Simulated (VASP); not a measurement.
**CdTe: relaxation of the atoms with PBE**

CdTe:

```
CELL_PARAMETERS angstrom
0.00000 3.29509 3.29509
3.29509 0.00000 3.29509
3.29509 3.29509 0.00000
ATOMIC_POSITIONS crystal
Cd 0.00000 0.00000 0.00000
Te 0.25000 0.25000 0.25000
```

The cell isn't the ideal one: a relaxed cell with its volume scaled by 0.98.

```json
{"Program": "VASP 6.6.1", "Task": "relaxation of the atoms", "Functional": "PBE", "Potentials or basis": "VASP PAW PBE potentials, release 64 (Cd, Te)", "Cutoff": "300 eV", "k mesh": "4 × 4 × 4", "Occupations": "gaussian, width 0.03 eV", "Spin": "no spin polarisation", "Further INCAR settings": "ALGO = Normal; EDIFF = 1e-07; IBRION = 2; EDIFFG = -0.01; NSW = 40"}
```

```yaml
Band_gap_on_the_k_mesh: 0.60 eV, direct
```

Final structure:
```
Cd Te
1.0
     0.00000    3.29509    3.29509
     3.29509    0.00000    3.29509
     3.29509    3.29509    0.00000
Cd Te
1 1
Direct
  0.00000 0.00000 0.00000
  0.25000 0.25000 0.25000
```

Levels at points of the mesh, in eV from the valence-band top:
| k point | band 6 | band 7 | band 8 | band 9 | band 10 | band 11 | band 12 | band 13 |
| --- | --- | --- | --- | --- | --- | --- | --- | --- |
| (0.00, 0.00, 0.00) | -7.92 | 0.00 | 0.00 | 0.00 | 0.60 | 4.61 | 4.61 | 4.61 |
| (0.50, 0.00, 0.00) | -7.60 | -4.16 | -0.71 | -0.71 | 1.75 | 5.18 | 5.18 | 7.02 |
| (0.50, 0.50, 0.00) | -7.47 | -4.09 | -1.71 | -1.71 | 2.66 | 2.70 | 8.58 | 8.86 |

Run time: 9.9 s on 1 thread of Intel(R) Xeon(R) Platinum 8488C (Sapphire Rapids) (shared host), peak memory 0.14 GiB.

Caveat: the relaxation stopped at its first step, so nothing moved; spin-orbit coupling is left out, which moves the levels of the heavy elements.
